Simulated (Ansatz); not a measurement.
# ZnO (P6_3mc): zero-pressure volume and bulk modulus with RPBE + D4

The task here is to estimate one member of a computed series from the others.

Program: Ansatz 0.2.0. Level of theory: DFT RPBE + D4, scalar-relativistic, plane waves, PAW. These are calculated values, not measurements.

## The starting structure

The structure is hexagonal, space group P6_3mc (No. 186). Conventional cell: a = 3.242 Å, b = 3.242 Å, c = 5.228 Å, α = 90.00°, β = 90.00°, γ = 120.00°. Zn (site symmetry 3m) is surrounded by 4 O at 1.98 Å. Around O (site symmetry 3m) lie 4 Zn at 1.98 Å.

Coordinates:

```cif
data_structure
_symmetry_space_group_name_H-M 'P 1'
_symmetry_Int_Tables_number 1
_cell_length_a 3.2420
_cell_length_b 3.2420
_cell_length_c 5.2276
_cell_angle_alpha 90.000
_cell_angle_beta 90.000
_cell_angle_gamma 120.000
_cell_volume 47.58
loop_
_atom_site_label
_atom_site_type_symbol
_atom_site_fract_x
_atom_site_fract_y
_atom_site_fract_z
_atom_site_occupancy
Zn1 Zn 0.33333 0.66667 0.00145 1
Zn2 Zn 0.66667 0.33333 0.50145 1
O1 O 0.33333 0.66667 0.38065 1
O2 O 0.66667 0.33333 0.88065 1
```

At PBE, an earlier run found 4.95 GPa for this cell of 11.896 Å³/atom (8×8×6 mesh), gap on the mesh 0.80 eV. The cell is compressed at this level.

Set-up of the first run:

The input, input.yaml:

```yaml
crystal:
  lattice:
    - [3.2419811861, 0.0, 0.0]
    - [-1.620990593, 2.8076380657, 0.0]
    - [0.0, 0.0, 5.2276401393]
  atoms:
    - { symbol: Zn, position: [0.3333333333, 0.6666666667, 0.0014489168] }
    - { symbol: Zn, position: [0.6666666667, 0.3333333333, 0.5014489168] }
    - { symbol: O, position: [0.3333333333, 0.6666666667, 0.3806510832] }
    - { symbol: O, position: [0.6666666667, 0.3333333333, 0.8806510832] }
basis:
  ecutwfc: 420
  ecutrho_ratio: 4
kpoints:
  mp_grid: { grid: [8, 8, 6] }
hamiltonian:
  xc: rpbe
  dispersion: d4
scf:
  occupations: { method: gaussian, width: 0.05 }
output:
  forces: true
  stress: true
  eigenvalues: true
relax:
  f_tol: 0.02
  max_steps: 40
  cell: { stress_tol: 0.2, fix: [volume] }
```

On the command line:

```console
$ ansatz run input.yaml --threads 4 --pin off --max-ram 8192MiB --backend cpu --events-out ev --progress --plain --runs-dir out
```

Among the steps run: At the given cell; Stepping to 12.045 Å³/atom; Stepping to 12.064 Å³/atom; Volume × 0.98 of the new zero; Volume × 1.02 of the new zero; Volume × 0.96 of the new zero; Volume × 1.04 of the new zero.

One of the session's tables, all rows but one given; the rest of the session is left out.

It belongs to the step «Energy and pressure against volume». 

```
volume (Å³/atom)  energy (meV/atom)  pressure (GPa)
          11.581               8.40            5.80
          11.823                  ?               ?
          12.064               0.00            0.00
          12.305               1.89           -2.46
          12.546               7.27           -4.68
```

**Question.** Estimate the row for volume (Å³/atom) = 11.823.

Worked estimate for «energy (meV/atom)». A straight line through the neighbours (11.581, 8.40) and (12.064, 0.00) gives 8.40 + (0.00 − 8.40) × (11.823 − 11.581) / (12.064 − 11.581) = 4.19; a parabola fitted to 3 rows on both sides gives 2.16.

The run gave: energy (meV/atom): 2.04; pressure (GPa): 2.74. In «energy (meV/atom)» the line misses by +2.15 and the parabola by +0.12.
